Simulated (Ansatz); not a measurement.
A crystal relaxed with r2SCAN in the PAW code Ansatz has space group F-43m (No. 216) and a = 6.136 Å.

```tsv
atom	site	x	y	z
Cd	4a	0.0000	0.0000	0.0000
Xx	4d	0.2500	0.2500	0.7500
```

r2SCAN gives a direct gap of 1.04 eV at Γ. HSE06 gives a direct gap of 1.48 eV at Γ. PBE gives a direct gap of 0.56 eV at Γ. Meshes: r2SCAN 8×8×8, HSE06 6×6×6, PBE 8×8×8. r2SCAN's ε∞ is 6.6 in all directions.

Question: Which element is Xx?
A. O
B. Te
C. Se
D. S

Answer: C. Xx is Se: CdSe (zincblende). Cd has 4 Se at 2.66 Å; Se has 4 Cd at 2.66 Å.

The values are computed, spin-unpolarised, and not measurements.

The runs are scalar-relativistic, without spin-orbit coupling.

The meshes of the hybrids are coarse, so their gaps aren't converged to the digits shown.
